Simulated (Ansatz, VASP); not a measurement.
**WC in VASP and in Ansatz**

```
W C
1.0
     0.00000    2.22154    2.22154
     2.22154    0.00000    2.22154
     2.22154    2.22154    0.00000
W C
1 1
Direct
  0.00000 0.00000 0.00000
  0.50000 0.50000 0.50000
```

Change from the starting cell: volume scaled by 1.04.

Alike in both runs: task single point; functional PBEsol; k mesh 10 × 10 × 10; occupations fermi-dirac, width 0.05 eV; no spin polarisation.

|  | VASP | Ansatz |
| --- | --- | --- |
| version | VASP 6.6.1 | Ansatz 0.2.0 |
| potentials or method | VASP PAW PBE potentials, release 64 (W_sv, C), cutoff 520 eV | all-electron LAPW, scalar-relativistic |

```tsv
	VASP	Ansatz	Ansatz less VASP
gap on the k mesh at the Fermi level (eV)	none	none	-
pressure (GPa)	-21.8	-22.6	-0.77
```

A gap of «none» marks a metal or a gap that the smearing closes. Ansatz ran all-electron here, so the differences hold the error of VASP's frozen core and of both bases.

Caveats: so large a pressure means that the cell lies far from this level's equilibrium, or that cutoff or potentials fall short (VASP); the potentials were made for another functional, which shifts forces and pressure (VASP). The runs have no spin-orbit coupling, so splittings on W are missing.
